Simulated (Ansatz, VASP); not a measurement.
One calculation of MgO, two programs

```
Mg O
1.0
     0.00000    2.28201    2.28201
     2.28201    0.00000    2.28201
     2.28201    2.28201    0.00000
Mg O
1 1
Cartesian
  0.0000 0.0000 0.0000
  1.1410 1.1410 1.1410
```

Alike in both runs: task single point; functional PBE; k mesh 10 × 10 × 10; no spin polarisation.

|  | VASP | Ansatz |
| --- | --- | --- |
| version | VASP 6.6.1 | Ansatz 0.2.0 |
| potentials or method | VASP PAW PBE potentials, release 64 (Mg, O) | plane waves, PAW |
| plane-wave cutoff (eV) | 520 | 420 |
| occupations | gaussian, width 0.01 eV | fixed |
| valence electrons in the cell | 8 | 16 |

```tsv
	VASP	Ansatz	Ansatz less VASP
gap on the k mesh at the Fermi level (eV)	3.64	3.66	+0.015
pressure (GPa)	3.5	3.9	+0.37
```

The two sets of potentials don't hold the same shells in valence.

A hybrid or GW would open this gap; PBE tends to underestimate it.
